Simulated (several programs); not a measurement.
## WSe2 (3R-MoS2 type): methods side by side

WSe2 (3R-MoS2 type), relaxed with r2SCAN+rVV10 in Ansatz, was computed with several methods. The symmetry is R3m (No. 160, trigonal); conventional cell a = 3.302 Å, c = 19.739 Å, 20.71 Å³ an atom. Around W lie 6 Se at 2.53 Å; around Se lie 3 W at 2.53 Å. All values are calculated for a non-magnetic cell, which may be hypothetical.

```
W Se
1.0
     1.65107    0.95325    6.57965
    -1.65107    0.95325    6.57965
     0.00000   -1.90650    6.57965
W Se
1 2
Cartesian
  0.0000 0.0000 -0.0004
  0.0000 0.0000 8.2440
  0.0000 0.0000 4.9157
```

Gaps and times are for a single point on this cell; volume and bulk modulus come from each method's own relaxation or energy curve at fixed shape, which is too stiff where a cell has free coordinates or axes. Times are rough, from shared hosts (Arm Neoverse V1; NVIDIA H100 80GB HBM3), and each method has its own mesh and cell size. A double dagger marks a value from a curve with shape and coordinates held. A star marks a curve whose lowest point is an end point. GFN1-xTB (tblite), GFN2-xTB (tblite) treat a cluster of cells at its zone centre, which samples few k points: where these miss a band edge, the gap comes out too large for that reason alone. Gaps from k meshes are read at a limited set of points (mesh, symmetry points, PBE's band edges), so each method's own least gap may be somewhat smaller. xTB and the PM methods were fitted mostly to molecules, and can miss a solid's gap by electronvolts. Minimal bases can be far off for gaps. Times of the plane-wave ladder aren't listed, since it ran on unlike processors and cards. Curves at held shape can't give the bulk modulus of a layered or molecular crystal, so none is listed. GLLB-SC's gap includes the derivative discontinuity. G0W0 is at finite bands, cutoff and mesh. d marks a direct gap, i an indirect one (no mark: not told apart), a dash a value that wasn't computed or didn't pass its checks.

```
                               method              kind  gap (eV)  own volume (Å³/atom)  bulk modulus (GPa)  atoms computed  processor time
 light PBE (260 eV and a coarse mesh)  light plane-wave    1.07 i                     –                   –               3           2.2 s
                    GFN1-xTB (tblite)     tight binding      2.00                20.31‡                   –         cluster           6.1 s
                    GFN2-xTB (tblite)     tight binding      0.99                21.07‡                   –         cluster            13 s
                                  PBE         semilocal    1.06 i                     –                   –               3               –
                       PBE/SZV (CP2K)       small basis    0.83 i               23.00*‡                   –               3            24 s
               PBE/single zeta (GPAW)       small basis    1.18 i                     –                   –               3            29 s
                               r2SCAN         semilocal    1.18 i                     –                   –               3               –
                      PBE/DZVP (CP2K)       small basis    1.07 i                21.32‡                   –               3            49 s
G0W0@r2SCAN (180 eV screening cutoff)         many-body      1.46                     –                   –               3               –
                       GLLB-SC (GPAW)   model potential      1.62                     –                   –               3            96 s
   G0W0@PBE (260 eV screening cutoff)         many-body      1.39                     –                   –               3               –
```

Against r2SCAN (1.18 eV) and with closed or daggered gaps left aside, the nearest gap at the points sampled is that of PBE/single zeta (GPAW) (0.00 eV) and the farthest that of GFN1-xTB (tblite) (+0.82 eV). r2SCAN is only a yardstick of convenience: semilocal gaps usually lie below measured ones, which GLLB-SC and hybrids aim to mend.

Runs without a result: PM7 (MOPAC) (single point, out of time).

No spin-orbit coupling is included; it can move band edges with weight on the heavy atoms by tenths of an eV.
